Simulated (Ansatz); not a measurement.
# Core-electron binding energies in Li2O

Cell: a measured structure from the Crystallography Open Database (COD), its atoms then relaxed with PBE in this cell, repeated to a supercell; a hole's nearest image is 6.5 Å away.

```cif
data_Li2O
_symmetry_space_group_name_H-M 'Fm-3m'
_symmetry_Int_Tables_number 225
_cell_length_a 4.6100
_cell_length_b 4.6100
_cell_length_c 4.6100
_cell_angle_alpha 90.000
_cell_angle_beta 90.000
_cell_angle_gamma 90.000
loop_
_atom_site_label
_atom_site_type_symbol
_atom_site_symmetry_multiplicity
_atom_site_Wyckoff_symbol
_atom_site_fract_x
_atom_site_fract_y
_atom_site_fract_z
Li1 Li 8 c 0.2500 0.2500 0.2500
O17 O 4 a 0.0000 0.0000 0.0000
```

One atom of each set is listed; the run and its k-mesh use a cell of 24 atoms with edges of 6.52, 6.52, 6.52 Å.

Computed with Ansatz: DFT, PBE, plane waves and PAW, scalar-relativistic, 420 eV cutoff, Γ-centred 4×4×4 k-points, fixed occupations.

Each value is a total-energy difference between the cell with one core hole and the ground state (ΔSCF), counted from the top of the valence band. The cell with the hole is spin-polarised, as the shell with the hole is left with one unpaired spin. The periodic images are corrected with the calculated ε∞ = 2.91.

Task: What binding energies does the calculation give for O 1s?

Result: 

| line | atom | first shell | E_B (eV) |
| --- | --- | --- | --- |
| O 1s | 17 | 8 Li at 2.00 Å | 527.5 |

The program doubts some values: the cell is too small to check the potential alignment. Absolute PBE values can be off by an eV or more. Multiplets, satellites and widths aren't calculated.
